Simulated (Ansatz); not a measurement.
A calculation with Ansatz 0.2.0 of Mo (native input, structure typed inline):

File input.yaml:

```yaml
crystal:
  lattice:
    - [-1.6593401141, 1.6593401141, 1.6593401141]
    - [1.6593401141, -1.6593401141, 1.6593401141]
    - [1.6593401141, 1.6593401141, -1.6593401141]
  atoms:
    - { symbol: Mo, position: [0.0, 0.0, 0.0] }
hamiltonian:
  xc: rpbe
  pseudopotentials: { kind: paw }
kpoints:
  mp_grid: { grid: [12, 12, 12] }
scf:
  occupations: { method: fermi_dirac, width: 0.05 }
output:
  forces: true
  stress: true
  eigenvalues: true
  write_density: true
  write_potential: true
  elf: true
  volumetric_format: npy
```

Potentials or basis: Ansatz PAW.

Run with:

```sh
$ ansatz run input.yaml --threads 2 --pin off --max-ram 5120MiB --backend cpu --events-out ev --progress --plain --runs-dir out
```

The cell isn't the ideal one: volume scaled by 1.15.

Problem. Write the same calculation in another form: ASE script, structure from a POSCAR.

Solution. As run:

run.py

```python
import json

import ase.io
import numpy as np

import ansatz as az

atoms = ase.io.read("POSCAR", format="vasp")

calculation = (
    az.Crystal.from_ase(atoms)
    .calculation()
    .kpoints(12, 12, 12)
    .functional("rpbe")
    .pseudopotentials(kind="paw")
    .occupations(method="fermi_dirac", width=0.05)
    .density()
    .potential()
    .output_files(volumetric_format="npy")
    .electron_localization_function()
    .forces()
    .stress()
    .band_table(publish=True)
)
outcome = calculation.run(threads=2, events_out="events.jsonl")

report = outcome.report
for line in open("events.jsonl"):
    event = json.loads(line)
    if event["event"] == "scf_iter":
        d = event["data"]
        print(f"SCF {d['iter']:3d}  HF = {d['harris_foulkes_ev']:.6f} eV  dr2 = {d['dr2_ev']:.2e} eV")
    elif event["event"] in ("relax_step", "md_step"):
        d = event["data"]
        print(f"{event['event']} {d['step']:3d}  E = {d['lagrangian_ev']:.6f} eV")
np.set_printoptions(precision=5, suppress=True, linewidth=110)
print("converged:", report["converged"], "after", report["n_iterations"], "iterations")
print(f"free energy {report['free_energy_ev']:.6f} eV, Fermi level {report['fermi_energy_ev']:.4f} eV")
for key in ("band_edges_ev", "magnetization_mub", "site_moments_mub", "site_moments_nc_mub", "forces_ev_ang",
                "stress_gpa"):
    if report.get(key) is not None:
        print(key, np.array(report[key]), sep="\n")
```

File POSCAR:

```
Mo
1.0
   -1.6593401141      1.6593401141      1.6593401141
    1.6593401141     -1.6593401141      1.6593401141
    1.6593401141      1.6593401141     -1.6593401141
Mo
1
Direct
    0.0000000000      0.0000000000      0.0000000000
```

Potentials or basis: Ansatz PAW.

The run is started by

```sh
$ python run.py
```

Both were run:

|  | native input, structure typed inline | ASE script, structure from a POSCAR |
| --- | --- | --- |
| Pressure | -25.0 GPa | -25.0 GPa |
| Band gap on the k mesh | none (metal or under the smearing width) | none (metal or under the smearing width) |

Keys that steer only the numerical path or the files written may differ.

Caveat: the potentials were made for another functional, which shifts forces and pressure.
